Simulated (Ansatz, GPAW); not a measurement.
Li: 3 runs at one level of theory

```
Li
1.0
    -1.75465    1.75465    1.75465
     1.75465   -1.75465    1.75465
     1.75465    1.75465   -1.75465
Li
1
Direct
  0.00000 0.00000 0.00000
```

Alike in all runs: task single point; functional PBE; k mesh 11 × 11 × 11; occupations gaussian, width 0.014 eV; no spin polarisation; no spin-orbit coupling. Pressure is positive in compression and, in plane waves, holds the error of the finite cutoff, which Ansatz's Pulay term estimates and takes out.

```csv
program and potentials,plane-wave cutoff (eV),notes,pressure (GPa)
"Ansatz, Ansatz PAW",420,3 valence electrons an atom on average,-0.81
"Ansatz, all-electron LAPW, scalar-relativistic",-,-,-0.80
"GPAW, GPAW PAW data sets (gpaw-data 1.2.1)",800,1 valence electrons an atom on average,-0.79
```

The pressure spans -0.81 (Ansatz, Ansatz PAW) to -0.79 GPa (GPAW, GPAW PAW data sets (gpaw-data 1.2.1)), with all-electron results at -0.80.

The functional is the same throughout but for its coding, so the spread measures potentials, basis and numerics; runs on potential files found faulty are left out.
